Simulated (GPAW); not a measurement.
**CdS (Greenockite) in GPAW: the effect of functional**

Crystal: CdS (Greenockite).

```
Cd S
1.0
     4.15000    0.00000    0.00000
    -2.07500    3.59401    0.00000
     0.00000    0.00000    6.73700
Cd S
2 2
Direct
  0.66667 0.33333 0.50000
  0.33333 0.66667 0.00000
  0.66667 0.33333 0.87500
  0.33333 0.66667 0.37500
```

Alike in all runs:

| Quantity | Value |
| --- | --- |
| Program | GPAW 26.7.0 |
| Task | dielectric tensor |
| Cutoff | 450 eV |
| Basis | pw |
| k mesh | 6 × 6 × 3 |
| Occupations | fermi-dirac, width 0.001 eV |
| Spin | no spin polarisation |

| functional | potentials or basis | gap on the mesh (eV) | dielectric constant (mean) |
| --- | --- | --- | --- |
| RPBE | the program's PAW data sets (release 1.2.1) made for this functional | 1.36 | 5.40 |
| LDA | the program's PAW data sets (release 1.2.1) made for this functional | ? | ? |
| AM05 | PAW data sets generated in the run's folder for this functional | 1.16 | 5.86 |
| PBEsol | PAW data sets generated in the run's folder for this functional | 1.04 | 6.19 |
| PBE | GPAW PAW data sets (gpaw-data 1.2.1) | 1.18 | 5.79 |

Problem. What does the run with functional LDA give?

Solution. gap on the mesh 0.89 eV; dielectric constant 6.71 mean.

Caveats: the long-wavelength limit can be off by several per cent where d states take part; an odd mesh through Γ misses points on the zone boundary, where band edges often lie.
